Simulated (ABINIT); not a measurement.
The system is GaN.

```
Ga N
1.0
     3.18000    0.00000    0.00000
    -1.59000    2.75396    0.00000
     0.00000    0.00000    5.16600
Ga N
2 2
Direct
  0.33333 0.66667 0.00000
  0.66667 0.33333 0.50000
  0.33333 0.66667 0.37500
  0.66667 0.33333 0.87500
```

* Program: ABINIT 10.8.3 (patched build)
* Task: relaxation of cell and atoms
* Functional: LDA
* Potentials or basis: PseudoDojo NC SR LDA v0.4.1 standard
* Cutoff: 1143 eV
* k mesh: 8 × 8 × 4
* Occupations: fermi-dirac, width 0.05 eV
* Spin: no spin polarisation

At the start: pressure -4.7 GPa; volume 11.31 Å³/atom.

**Question.** How do energy, volume and symmetry change on relaxing?

**Answer.** Over 7 steps the energy falls by 4.6 meV/atom and the volume is 11.04 Å³/atom (-2.4 %); space group P6_3mc (No. 186, to 0.05 Å).

Step by step:
```tsv
step	energy change (eV)	largest force (eV/Å)	pressure (GPa)	volume (Å³)
1	0.0000	0.1254	-4.73	45.24
2	-0.0149	0.0738	-2.01	44.59
3	-0.0175	0.0940	-0.11	44.17
4	-0.0182	0.0226	0.22	44.09
5	-0.0183	0.0003	-0.01	44.14
6	-0.0183	0.0002	0.00	44.14
7	-0.0183	0.0004	0.00	44.14
```

Final structure:
```
Ga N
1.0
     3.15029    0.00000    0.00000
    -1.57514    2.72823    0.00000
     0.00000    0.00000    5.13579
Ga N
2 2
Direct
  0.33333 0.66667 0.99930
  0.66667 0.33333 0.49930
  0.33333 0.66667 0.37570
  0.66667 0.33333 0.87570
```
